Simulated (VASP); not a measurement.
A run of VASP 6.6.1 is set up as follows.

The input INCAR:

```
SYSTEM = TaC
PREC = Accurate ; ENCUT = 520
EDIFF = 1E-7 ; ISMEAR = 0
SIGMA = 0.1 ; LREAL = .FALSE.
LASPH = .TRUE. ; NELM = 60
ALGO = Normal ; ISIF = 3
LWAVE = .FALSE. ; LCHARG = .FALSE.
GGA = PE ; IVDW = 12
IBRION = 2 ; NSW = 80
EDIFFG = -0.002
```

The input KPOINTS:

```
Automatic mesh
0
G
  16 16 16
  0 0 0
```

Contents of POSCAR:

```
TaC
1.0
    0.0000000000      2.2230000000      2.2230000000
    2.2230000000      0.0000000000      2.2230000000
    2.2230000000      2.2230000000      0.0000000000
Ta C
1 1
Direct
    0.0000000000      0.0000000000      0.0000000000
    0.5000000000      0.5000000000      0.5000000000
```

Potentials or basis: VASP PAW PBE potentials, release 64 (Ta_pv, C).

The run is started by

```bash
$ cat potpaw_PBE.64/Ta_pv/POTCAR potpaw_PBE.64/C/POTCAR > POTCAR
$ mpirun -np 1 vasp_std > vasp.out
```

**Question.** What does it give for the space group after relaxing (to 0.05 Å)?

**Answer.** Fm-3m (No. 225).

**Question.** What does it give for the relaxed volume?

**Answer.** 11.00 Å³/atom.

**Question.** What does it give for the dispersion energy per atom?

**Answer.** -0.462 eV.

**Question.** Estimate the relaxed cell.

**Answer.** a = 3.145 Å, b = 3.145 Å, c = 3.145 Å, α = 60.00°, β = 60.00°, γ = 60.00°.

Final structure:
```
Ta C
1.0
     0.00000    2.22378    2.22378
     2.22378    0.00000    2.22378
     2.22378    2.22378    0.00000
Ta C
1 1
Cartesian
  0.0000 0.0000 0.0000
  2.2238 2.2238 2.2238
```

Caveat: pairwise dispersion overbinds metals, which lowers pressure and volume. The run has no spin-orbit coupling, so splittings on Ta are missing.
